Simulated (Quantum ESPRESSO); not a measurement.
Al, 1 atom in the cell. It takes space group Pm-3m (No. 221, cubic). The conventional cell has a = 2.722 Å, b = 2.722 Å, c = 2.722 Å, α = 90.00°, β = 90.00°, γ = 90.00°. Al (site symmetry m-3m) is surrounded by 6 Al at 2.72 Å. The cell was built by a generator and needn't be a form met in nature.

```yaml
Program: Quantum ESPRESSO 7.5
Task: phonons
Functional: LDA
Potentials_or_basis: PseudoDojo 0.4.1 SR LDA standard
Cutoff: 599 eV
Density_cutoff: 2395 eV
k_mesh: 10 × 10 × 10
Occupations: cold, width 0.2 eV
Spin: no spin polarisation
Form_of_the_LDA_correlation: PW92
Mixing_beta: 0.5
Most_SCF_iterations: 120
SCF_threshold: 2e-10 Ry
```

Potentials or basis: PseudoDojo 0.4.1 SR LDA standard.

Command:

```console
$ OMP_NUM_THREADS=1 pw.x -in pw.in > pw.out
$ OMP_NUM_THREADS=1 pw.x -in relax.in > relax.out
$ OMP_NUM_THREADS=1 pw.x -in scf2.in > scf2.out
$ OMP_NUM_THREADS=1 ph.x -in ph.in > ph.out
```

Hardware: 1 thread of Intel(R) Xeon(R) Platinum 8375C CPU @ 2.90GHz (Ice Lake) (shared host).

Q: How long does it take, and how much memory?

A: Run time: 30 s on 1 thread of Intel(R) Xeon(R) Platinum 8375C CPU @ 2.90GHz (Ice Lake), with other jobs on the host, peak memory 0.09 GiB. Counts: scf iterations 35, k pools 1, bands 6, ion steps 5, k points 56, g dense 5377.
